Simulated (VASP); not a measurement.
YN in VASP 6.6.1, single-point calculation

INCAR

```
NELM = 120
ALGO = Normal
LREAL = .FALSE.
EDIFF = 1E-7
PREC = Accurate
IBRION = -1
ISMEAR = 0
ISIF = 2
GGA = 91
LASPH = .TRUE.
LCHARG = .FALSE.
SIGMA = 0.01
ENCUT = 520
LWAVE = .FALSE.
NSW = 0
NBANDS = 15
```

KPOINTS

```
KPOINTS created by Atomic Simulation Environment
0
Gamma
10 10 10
0 0 0
```

POSCAR

```
Y  N
 1.0000000000000000
     0.0000000000000000    2.4480481426657112    2.4480481426657112
     2.4480481426657112    0.0000000000000000    2.4480481426657112
     2.4480481426657112    2.4480481426657112    0.0000000000000000
 Y   N
   1   1
Cartesian
  0.0000000000000000  0.0000000000000000  0.0000000000000000
  2.4480481426657112  2.4480481426657112  2.4480481426657112
```

The recommended PBE PAW datasets give the neutral cell 16 valence electrons.

Command

```
mpirun -np 1 vasp_std
```

OSZICAR

```
N       E                     dE             d eps       ncg     rms          rms(c)
DAV:   1     0.510905548055E+02    0.51091E+02   -0.83369E+03  1434   0.107E+03
DAV:   2    -0.192621829582E+02   -0.70353E+02   -0.63590E+02  1919   0.229E+02
DAV:   3    -0.221133240684E+02   -0.28511E+01   -0.28334E+01  1776   0.386E+01
DAV:   4    -0.221595557964E+02   -0.46232E-01   -0.46223E-01  1698   0.505E+00
DAV:   5    -0.221602199514E+02   -0.66415E-03   -0.66415E-03  1760   0.518E-01    0.304E+01
DAV:   6    -0.186123774041E+02    0.35478E+01   -0.92285E+00  1557   0.251E+01    0.330E+01
DAV:   7    -0.183595540145E+02    0.25282E+00   -0.57461E-01  1803   0.663E+00    0.237E+01
DAV:   8    -0.183570704244E+02    0.24836E-02   -0.27257E-01  2086   0.464E+00    0.101E+01
DAV:   9    -0.183260210067E+02    0.31049E-01   -0.44809E-02  1907   0.218E+00    0.172E+00
DAV:  10    -0.183263746164E+02   -0.35361E-03   -0.49536E-03  1550   0.626E-01    0.429E-01
DAV:  11    -0.183263984333E+02   -0.23817E-04   -0.26770E-04  1866   0.142E-01    0.284E-01
DAV:  12    -0.183263897712E+02    0.86621E-05   -0.20779E-05  1767   0.426E-02    0.660E-02
DAV:  13    -0.183263900751E+02   -0.30386E-06   -0.22654E-06  1529   0.141E-02    0.970E-03
DAV:  14    -0.183263901414E+02   -0.66351E-07   -0.18044E-07  1735   0.352E-03
   1 F= -.18326390E+02 E0= -.18326390E+02  d E =-.198283E-30
```

Standard output (part)

```
POSCAR found type information on POSCAR Y N
 POSCAR found :  2 types and       2 ions
 LDA part: xc-table for (Slater(with rela. corr.)+CA(PZ))
 , standard interpolation
 POSCAR, INCAR and KPOINTS ok, starting setup
 WAVECAR not read
 entering main loop
```

From OUTCAR

```
k-points           NKPTS =     47   k-points in BZ     NKDIM =     47   number of bands    NBANDS=     15

   NELECT =      16.0000    total number of electrons

   dimension x,y,z NGX =    28 NGY =   28 NGZ =   28
   dimension x,y,z NGXF=    56 NGYF=   56 NGZF=   56

  energy-cutoff  :      520.00
  volume of cell :       29.34
      direct lattice vectors                 reciprocal lattice vectors
     0.000000000  2.448048143  2.448048143    -0.204244349  0.204244349  0.204244349
     2.448048143  0.000000000  2.448048143     0.204244349 -0.204244349  0.204244349
     2.448048143  2.448048143  0.000000000     0.204244349  0.204244349 -0.204244349

 k-points in reciprocal lattice and weights: KPOINTS created by Atomic Simulation Env
   0.00000000  0.00000000  0.00000000       0.001
   0.10000000  0.00000000  0.00000000       0.008
   0.20000000  0.00000000  0.00000000       0.008
   0.30000000  0.00000000  0.00000000       0.008
   0.40000000  0.00000000  0.00000000       0.008
   0.50000000  0.00000000  0.00000000       0.004
   0.10000000  0.10000000  0.00000000       0.006
   0.20000000  0.10000000  0.00000000       0.024
   ...

 E-fermi :   4.2041

 k-point     1 :       0.0000    0.0000    0.0000
  band No.  band energies     occupation
      1     -36.6758      2.00000
      2     -16.3994      2.00000
      3     -16.3994      2.00000
      4     -16.3994      2.00000
      5      -8.7864      2.00000
      6       4.0787      2.00000
      7       4.0787      2.00000
      8       4.0787      2.00000
      9       7.1997      0.00000
     10       7.1997      0.00000
     11       7.1997      0.00000
     12       8.2397      0.00000
     13       9.1671      0.00000
     14       9.1671      0.00000
     15      14.9550      0.00000

 k-point     2 :       0.1000    0.0000    0.0000
  band No.  band energies     occupation
      1     -36.6646      2.00000
      2     -16.5209      2.00000
      3     -16.4074      2.00000
      4     -16.4074      2.00000
      5      -8.6151      2.00000
      6       3.4595      2.00000
      7       3.7408      2.00000
      8       3.7408      2.00000
      9       7.2799      0.00000
     10       7.4432      0.00000
     11       7.4432      0.00000
     12       8.8131      0.00000
     13       9.6690      0.00000
     14       9.6690      0.00000
     15      15.5939      0.00000

 k-point     3 :       0.2000    0.0000    0.0000
  band No.  band energies     occupation
      1     -36.6352      2.00000
      2     -16.8200      2.00000
      3     -16.4284      2.00000
      4     -16.4284      2.00000
      5      -8.1771      2.00000
      6       2.2649      2.00000
      7       3.0567      2.00000
      8       3.0567      2.00000
      9       7.5087      0.00000
     10       8.0899      0.00000
     11       8.0899      0.00000
     12      10.0180      0.00000
     13      10.8679      0.00000
     14      10.8679      0.00000
     15      17.1038      0.00000

 ...

  Total        0.1297753      0.1297753      0.1297753     -0.0000000     -0.0000000     -0.0000000
  in kB        7.0861898      7.0861898      7.0861898     -0.0000000     -0.0000000     -0.0000000
  external PRESSURE =       7.0861898 kB  Pullay stress =       0.0000000 kB

 POSITION                                       TOTAL-FORCE (eV/Angst)
 -----------------------------------------------------------------------------------
      0.00000      0.00000      0.00000        -0.000000     -0.000000     -0.000000
      2.44805      2.44805      2.44805         0.000000      0.000000      0.000000
 -----------------------------------------------------------------------------------
    total drift:                                0.000000      0.000000      0.000000

  FREE ENERGIE OF THE ION-ELECTRON SYSTEM (eV)
  ---------------------------------------------------
  free  energy   TOTEN  =       -18.3263901414 eV

  energy  without entropy=      -18.3263901414  energy(sigma->0) =      -18.32639014
```

It converged. Results: gap between bands v and c on the k mesh 0.20 eV; least direct gap on the k mesh 0.59 eV; pressure 0.7 GPa. Band v is the last that the valence electrons fill when counted band by band, and c is the next.

For comparison, a separate r²SCAN run of the intended cell, on usual settings and not on those above, gives a gap of 0.60 eV on its mesh and a pressure of 0.0 GPa.

The run above took about 21 s on one core of a shared host (Intel Xeon Platinum 8488C) and held 0.18 GiB at most.
